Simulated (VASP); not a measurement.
# NbAs (I4_1md) in VASP: a series of runs

The runs below take NbAs through relaxation of cell and atoms, with PBE.

All numbers are computed with VASP 6.6.1; they aren't measurements. Logs are shortened: lines on timing, memory, paths and dates and some standing lists are left out, and cuts for length are marked.

### 1 The structure

The structure is tetragonal, space group I4_1md (No. 109). Conventional cell: a = 3.452 Å, b = 3.452 Å, c = 11.680 Å, α = 90.00°, β = 90.00°, γ = 90.00°. Around Nb (site symmetry 2mm) lie 6 As at 2.60 to 2.63 Å. As (site symmetry 2mm) has 6 Nb at 2.60 to 2.63 Å as nearest neighbours.

### 2 Relaxation of cell and atoms, PBE

INCAR reads:

```
SYSTEM = NbAs
  PREC = Accurate
  ENCUT = 520
  EDIFF = 1E-7
  ISMEAR = 0
  SIGMA = 0.1
  LREAL = .False.
  LASPH = .True.
  NELM = 80
  ALGO = Normal
  ISIF = 3
  LWAVE = .False.
  LCHARG = .False.
  GGA = PE
  IBRION = 2
  NSW = 80
  EDIFFG = -0.15
```

KPOINTS reads:

```
regular mesh
0
Gamma
  18 18 18
  0 0 0
```

POSCAR reads:

```
NbAs
1.0
   -1.7258500000      1.7258500000      5.8400000000
    1.7258500000     -1.7258500000      5.8400000000
    1.7258500000      1.7258500000     -5.8400000000
Nb As
2 2
Direct
    0.0000000000      0.0000000000      0.0000000000
    0.7500000000      0.2500000000      0.5000000000
    0.4160000000      0.4160000000      0.0000000000
    0.1660000000      0.6660000000      0.5000000000
```

Potentials or basis: VASP PAW PBE potentials, release 64 (Nb_sv, As).

The run is started by

```
> cat potpaw_PBE.64/Nb_sv/POTCAR potpaw_PBE.64/As/POTCAR > POTCAR
> mpirun -np 1 vasp_std > vasp.out
```

OUTCAR:

```text
SYSTEM = NbAs
   PREC = Accurate
   ENCUT = 520
   EDIFF = 1E-7
   ISMEAR = 0
   LREAL = .False.
   LASPH = .True.
   NELM = 80
   ISIF = 3
   GGA = PE
   IBRION = 2
   NSW = 80
   EDIFFG = -0.15

 ion  position               nearest neighbor table
   1  0.000  0.000  0.000-   4 2.60   4 2.60   3 2.63   3 2.63   3 2.63   3 2.63
   2  0.750  0.250  0.500-   3 2.60   3 2.60   4 2.63   4 2.63   4 2.63   4 2.63
   3  0.416  0.416  0.000-   2 2.60   2 2.60   1 2.63   1 2.63   1 2.63   1 2.63
   4  0.166  0.666  0.500-   1 2.60   1 2.60   2 2.63   2 2.63   2 2.63   2 2.63

  LATTYP: Found a body centered tetragonal cell.
 ALAT       =     3.4517000000
 C/A-ratio  =     3.3838398470

  Lattice vectors:

 A1 = (  -1.7258500000,   1.7258500000,   5.8400000000)
 A2 = (   1.7258500000,  -1.7258500000,   5.8400000000)
 A3 = (   1.7258500000,   1.7258500000,  -5.8400000000)

Analysis of symmetry for initial positions (statically):
=====================================================================
 Subroutine PRICEL returns:
 Original cell was already a primitive cell.

 Routine SETGRP: Setting up the symmetry group for a
 body centered tetragonal supercell.

 Subroutine GETGRP returns: Found  8 space group operations
 (whereof  4 operations were pure point group operations)
 out of a pool of 16 trial point group operations.

The static configuration has the point symmetry C_2v.
 The point group associated with its full space group is C_4v.

Analysis of symmetry for dynamics (positions and initial velocities):
=====================================================================
 Subroutine PRICEL returns:
 Original cell was already a primitive cell.

 Routine SETGRP: Setting up the symmetry group for a
 body centered tetragonal supercell.

 Subroutine GETGRP returns: Found  8 space group operations
 (whereof  4 operations were pure point group operations)
 out of a pool of 16 trial point group operations.

The dynamic configuration has the point symmetry C_2v.
 The point group associated with its full space group is C_4v.

 Subroutine INISYM returns: Found  8 space group operations
 (whereof  4 operations are pure point group operations),
 and found     1 'primitive' translations

----------------------------------------------------------------------------------------

                                     Primitive cell

  volume of cell :      69.5791

  direct lattice vectors                    reciprocal lattice vectors
    -1.725850000  1.725850000  5.840000000     0.000000000  0.289712316  0.085616438
     1.725850000 -1.725850000  5.840000000     0.289712316  0.000000000  0.085616438
     1.725850000  1.725850000 -5.840000000     0.289712316  0.289712316  0.000000000

  length of vectors
     6.329511549  6.329511549  6.329511549     0.302098329  0.302098329  0.409715086

  position of ions in fractional coordinates (direct lattice)
     0.000000000  0.000000000  0.000000000
     0.750000000  0.250000000  0.500000000
     0.416000000  0.416000000  0.000000000
     0.166000000  0.666000000  0.500000000

  ion indices of the primitive-cell ions
   primitive index   ion index
                 1           1
                 2           2
                 3           3
                 4           4

----------------------------------------------------------------------------------------

 KPOINTS: regular mesh

Automatic generation of k-mesh.
 Grid dimensions read from file:
 generate k-points for:   18   18   18

 Generating k-lattice:

  Cartesian coordinates                     Fractional coordinates (reciprocal lattice)
     0.000000000  0.016095129  0.004756469     0.055555556 -0.000000000  0.000000000
     0.016095129  0.000000000  0.004756469    -0.000000000  0.055555556  0.000000000
     0.016095129  0.016095129  0.000000000     0.000000000  0.000000000  0.055555556

  Length of vectors
     0.016783240  0.016783240  0.022761949

  Shift w.r.t. Gamma in fractional coordinates (k-lattice)
     0.000000000  0.000000000  0.000000000

 Subroutine IBZKPT returns following result:
 ===========================================

 Found    480 irreducible k-points:

 Following reciprocal coordinates:
            Coordinates               Weight
  0.000000  0.000000  0.000000      1.000000
  0.055556  0.000000 -0.000000      8.000000
  0.111111  0.000000 -0.000000      8.000000
  0.166667  0.000000 -0.000000      8.000000
  0.222222  0.000000 -0.000000      8.000000
  0.277778  0.000000 -0.000000      8.000000
[... 16 lines left out ...]
 -0.277778  0.055556 -0.000000     16.000000
 -0.222222  0.055556  0.000000     16.000000
 [... further k-points ...]
   k-points           NKPTS =    480   k-points in BZ     NKDIM =    480   number of bands    NBANDS=     22
   number of dos      NEDOS =    301   number of ions     NIONS =      4
   total plane-waves  NPLWV = 110592
   dimension x,y,z NGX =    48 NGY =   48 NGZ =   48
   dimension x,y,z NGXF=    96 NGYF=   96 NGZF=   96
   ions per type =               2   2
   NGX,Y,Z   is equivalent  to a cutoff of  12.61, 12.61, 12.61 a.u.
   NGXF,Y,Z  is equivalent  to a cutoff of  25.21, 25.21, 25.21 a.u.
 SYSTEM =  NbAs
   PREC   = accura    normal or accurate (medium, high low for compatibility)
   ISTART =      0    job   : 0-new  1-cont  2-samecut
   ICHARG =      2    charge: 1-file 2-atom 10-const
   ISPIN  =      1    spin polarized calculation?
   LNONCOLLINEAR =      F non collinear calculations
   LSORBIT =      F    spin-orbit coupling
   LASPH  =      T    aspherical Exc in radial PAW
   ENCUT  =  520.0 eV  38.22 Ry    6.18 a.u.  11.77 11.77 11.77*2*pi/ulx,y,z
   NELM   =     80;   NELMIN=  2; NELMDL= -5     # of ELM steps
   EDIFF  = 0.1E-06   stopping-criterion for ELM
   LREAL  =      F    real-space projection
   EDIFFG = -.1E+00   stopping-criterion for IOM
   NSW    =     80    number of steps for IOM
   IBRION =      2    ionic relax: 0-MD 1-quasi-New 2-CG
   NFREE  =      1    steps in history (QN), initial steepest desc. (CG)
   ISIF   =      3    stress and relaxation
   ISYM   =      2    0-nonsym 1-usesym 2-fastsym
   POTIM  = 0.5000    time-step for ionic-motion
   TEBEG  =    0.0;   TEEND  =   0.0 temperature during run
   PSTRESS=    0.0 pullay stress
   NELECT =      36.0000    total number of electrons
   NUPDOWN=      -1.0000    fix difference up-down
   EMIN   =  10.00;   EMAX   =-10.00  energy-range for DOS
   EFERMI =   0.00;   METHOD = LEGACY
   ISMEAR =     0;   SIGMA  =   0.10  broadening in eV -4-tet -1-fermi 0-gaus
   EFERMI_NEDOS =   21; number of points for ismear=-14 and -15
   IALGO  =     38    algorithm
   IMIX   =      4    mixing-type and parameters
     AMIX     =   0.40;   BMIX     =  1.00
     AMIX_MAG =   1.60;   BMIX_MAG =  1.00
  volume/ion in A,a.u.               =      17.39       117.39
  Fermi-wavevector in a.u.,A,eV,Ry     =   1.314264  2.483599 23.501213  1.727290
  Thomas-Fermi vector in A             =   2.444529
   LORBIT       =      0    0 simple, 1 ext, 2 COOP (PROOUT), +10 PAW based schemes
   GGA     = PE    functional components
   LHFCALC =     F    Hartree Fock is set to
   AEXX    =    0.0000 exact exchange contribution
   IVDW    =     0    specifies the selected vdW correction
   LEPSILON=     F    determine dielectric tensor
   LRPA    =     F    only Hartree local field effects (RPA)
 conjugate gradient relaxation of ions
 non-spin polarized calculation
 Gauss-broadening in eV      SIGMA  =   0.10
  energy-cutoff  :      520.00
  volume of cell :       69.58
 maximum number of plane-waves:      1899
   NGX = 23   NGY = 23   NGZ = 23

--------------------------------------- Ionic step        1  -------------------------------------------

 number of electron      35.9999999 magnetization

 Free energy of the ion-electron system (eV)
  ---------------------------------------------------
  ext. energy  EPLUGINS =         0.00000000
  ---------------------------------------------------
  free energy    TOTEN  =       -32.51330269 eV

  energy without entropy =      -32.51092652  energy(sigma->0) =      -32.51211460

------------------------ aborting loop because EDIFF is reached ----------------------------------------

  FORCE on cell =-STRESS in cart. coord.  units (eV):
  Direction    XX          YY          ZZ          XY          YZ          ZX
  --------------------------------------------------------------------------------------
  -------------------------------------------------------------------------------------
  Total        1.3336991      1.3336991      1.6081765      0.0000000      0.0000000      0.0000000
  in kB       30.7106864     30.7106864     37.0309926      0.0000000      0.0000000      0.0000000
  external PRESSURE =      32.8174551 kB  Pullay stress =       0.0000000 kB

 VOLUME and BASIS-vectors are now :
 -----------------------------------------------------------------------------
  energy-cutoff  :      520.00
  volume of cell :       69.58
      direct lattice vectors                 reciprocal lattice vectors
    -1.725850000  1.725850000  5.840000000     0.000000000  0.289712316  0.085616438
     1.725850000 -1.725850000  5.840000000     0.289712316  0.000000000  0.085616438
     1.725850000  1.725850000 -5.840000000     0.289712316  0.289712316  0.000000000
[... 39 lines left out ...]
 POSITION                                       TOTAL-FORCE (eV/Angst)
 -----------------------------------------------------------------------------------
      1.75361      1.75361      5.93868        -0.000000     -0.000000      0.060494
     -0.00000      1.75361      2.96205        -0.000000     -0.000000      0.060494
      0.00000      0.00000      4.96771         0.000000      0.000000     -0.060494
      1.75361      0.00000      1.99107        -0.000000     -0.000000     -0.060494
 -----------------------------------------------------------------------------------
    total drift:                               -0.000000     -0.000000      0.000270

  FREE ENERGIE OF THE ION-ELECTRON SYSTEM (eV)
  ---------------------------------------------------
  free  energy   TOTEN  =       -32.4964146581 eV

  energy  without entropy=      -32.4939928872  energy(sigma->0) =      -32.49520377

--------------------------------------- Ionic step        3  -------------------------------------------

 number of electron      36.0000000 magnetization

 Free energy of the ion-electron system (eV)
  ---------------------------------------------------
  ext. energy  EPLUGINS =         0.00000000
  ---------------------------------------------------
  free energy    TOTEN  =       -32.53184451 eV

  energy without entropy =      -32.52945422  energy(sigma->0) =      -32.53064936

 E-fermi :   9.3792     XC(G=0): -11.7452

 val. band max:        9.3761860661   @ k =  -0.2222   0.2778   0.2222
 cond. band min:       9.3795681582   @ k =  -0.1667  -0.4444   0.1667
 fundamental gap:      0.0033820922
 Fermi energy:         9.3791561781

 k-point     1 :       0.0000    0.0000    0.0000
  band No.  band energies     occupation
      1     -45.7999      2.00000
      2     -45.7745      2.00000
      3     -21.9908      2.00000
      4     -21.9011      2.00000
      5     -21.9011      2.00000
      6     -21.7526      2.00000
[... 14 lines left out ...]
     21      11.7287      0.00000
     22      12.2921      0.00000
[... 552 lines left out ...]
  band No.  band energies     occupation
      1     -45.7932      2.00000
      2     -45.7718      2.00000
      3     -21.9957      2.00000
      4     -21.9460      2.00000
      5     -21.8988      2.00000
      6     -21.8246      2.00000
[... 14 lines left out ...]
     21      10.9749      0.00000
     22      11.8985      0.00000

 [... further k-points ...]
[... 5 lines left out ...]
  --------------------------------------------------------------------------------------
  -------------------------------------------------------------------------------------
  Total       -0.2147433     -0.2147433     -0.0739754      0.0000000      0.0000000      0.0000000
  in kB       -4.8407333     -4.8407333     -1.6675506      0.0000000      0.0000000      0.0000000
  external PRESSURE =      -3.7830057 kB  Pullay stress =       0.0000000 kB

 VOLUME and BASIS-vectors are now :
 -----------------------------------------------------------------------------
  energy-cutoff  :      520.00
  volume of cell :       71.08
      direct lattice vectors                 reciprocal lattice vectors
    -1.737345170  1.737345170  5.886903045     0.000000000  0.287795430  0.084934302
     1.737345170 -1.737345170  5.886903045     0.287795430  0.000000000  0.084934302
     1.737345170  1.737345170 -5.886903045     0.287795430  0.287795430  0.000000000

 POSITION                                       TOTAL-FORCE (eV/Angst)
 -----------------------------------------------------------------------------------
      0.00000      0.00000     11.76767        -0.000000     -0.000000     -0.131671
      0.00000      1.73735      2.93732         0.000000      0.000000     -0.131671
      0.00000      0.00000      4.90404        -0.000000     -0.000000      0.131671
      1.73735      0.00000      1.96059        -0.000000     -0.000000      0.131671
 -----------------------------------------------------------------------------------
    total drift:                               -0.000000     -0.000000     -0.000178

  FREE ENERGIE OF THE ION-ELECTRON SYSTEM (eV)
  ---------------------------------------------------
  free  energy   TOTEN  =       -32.5318445064 eV

  energy  without entropy=      -32.5294542235  energy(sigma->0) =      -32.53064936

 reached required accuracy - stopping structural energy minimisation
```

Wall time 39 min (1 thread of Intel Xeon 6975P-C (Granite Rapids), shared host); peak memory 0.88 GiB.

What came out:

```yaml
Free_energy: -32.5318 eV
Relaxed_volume: 17.77 Å³/atom
Relaxed_cell: a = 6.379 Å, b = 6.379 Å, c = 6.379 Å, α = 148.39°, β = 148.39°, γ = 45.31°
Space_group_after_relaxing_to_0.05_Å: I4_1md (No. 109)
Energy_gained_by_relaxing: 4.6 meV/atom
Ionic_steps: 3
Pressure_after_relaxing: -0.4 GPa
Largest_force_after_relaxing: 0.132 eV/Å
Band_gap_on_the_k_mesh: none (metal or under the smearing width)
```

Forces on the atoms (eV/Å):
```
Nb   0.000  0.000 -0.132
Nb   0.000  0.000 -0.132
As   0.000  0.000  0.132
As   0.000  0.000  0.132
```

Stress tensor (GPa, compression positive):
```
-0.48  0.00  0.00
 0.00 -0.48  0.00
 0.00  0.00 -0.17
```

The path:
| step | energy change (eV) | largest force (eV/Å) | pressure (GPa) | volume (Å³) |
| --- | --- | --- | --- | --- |
| 1 | 0.0000 | 0.2966 | 3.28 | 69.58 |
| 2 | 0.0169 | 0.0605 | -4.93 | 73.23 |
| 3 | -0.0185 | 0.1317 | -0.38 | 71.08 |

Final structure:
```xyz
4
Lattice="-1.7373 1.7373 5.8869 1.7373 -1.7373 5.8869 1.7373 1.7373 -5.8869" Properties=species:S:1:pos:R:3 pbc="T T T"
Nb    0.0000    0.0000   11.7677
Nb    0.0000    1.7373    2.9373
As    0.0000    0.0000    4.9040
As    1.7373    0.0000    1.9606
```

Caveat: the relaxation stopped at a loose force limit of 0.15 eV/Å, so its end isn't a converged minimum. PBE usually gives volumes a little too large and moduli too small.

### 3 Relaxation of cell and atoms, PBE

This run uses another cell than the first one, of 17.77 Å³/atom, 1.022 times its volume.

INCAR is that of step 2.

KPOINTS is that of step 2.

POSCAR reads:

```
NbAs                                    
1.0
   -1.7373451702      1.7373451702      5.8869030447
    1.7373451702     -1.7373451702      5.8869030447
    1.7373451702      1.7373451702     -5.8869030447
  Nb              As            
     2     2
Direct
     0.9994790552896053    0.9994790552896053    0.0000000000000000
     0.7494790552896053    0.2494790552896053    0.5000000000000000
     0.4165209447103915    0.4165209447103915    0.0000000000000000
     0.1665209447103915    0.6665209447103915    0.5000000000000000
```

Potentials or basis: VASP PAW PBE potentials, release 64 (Nb_sv, As).

The run is started by

```
> cat potpaw_PBE.64/Nb_sv/POTCAR potpaw_PBE.64/As/POTCAR > POTCAR
> mpirun -np 1 vasp_std > vasp.out
```

Wall time 12 min (1 thread of Intel Xeon 6975P-C (Granite Rapids), shared host); peak memory 0.87 GiB.

It converged, with:

```yaml
Free_energy: -32.5324 eV
Pressure_after_relaxing: -0.4 GPa
Largest_force_after_relaxing: 0.132 eV/Å
Band_gap_on_the_k_mesh: none (metal or under the smearing width)
```

Forces on the atoms (eV/Å):
```
Nb   0.000  0.000 -0.132
Nb   0.000  0.000 -0.132
As   0.000  0.000  0.132
As   0.000  0.000  0.132
```

Stress tensor (GPa, compression positive):
```
-0.48  0.00  0.00
 0.00 -0.48  0.00
 0.00  0.00 -0.16
```

Final structure:
```
Nb As
1.0
    -1.73735    1.73735    5.88690
     1.73735   -1.73735    5.88690
     1.73735    1.73735   -5.88690
Nb As
2 2
Cartesian
  0.0000 0.0000 11.7677
  0.0000 1.7373 2.9373
  0.0000 0.0000 4.9040
  1.7373 0.0000 1.9606
```

Levels at points of the mesh, in eV from the Fermi level:
| k point | band 16 | band 17 | band 18 | band 19 | band 20 | band 21 |
| --- | --- | --- | --- | --- | --- | --- |
| (0.00, 0.00, 0.00) | -1.64 | -1.36 | -1.36 | 0.69 | 1.24 | 2.35 |
| (0.50, 0.00, 0.00) | -1.82 | -1.36 | -0.08 | 0.05 | 1.14 | 2.07 |
| (0.50, 0.50, 0.00) | -2.77 | -0.59 | -0.59 | 2.34 | 2.34 | 2.60 |
| (0.50, 0.50, 0.50) | -2.44 | -0.54 | -0.54 | 0.95 | 0.95 | 1.87 |

Caveat: the relaxation stopped at its first step, so nothing moved; the relaxation stopped at a loose force limit of 0.15 eV/Å, so its end isn't a converged minimum.
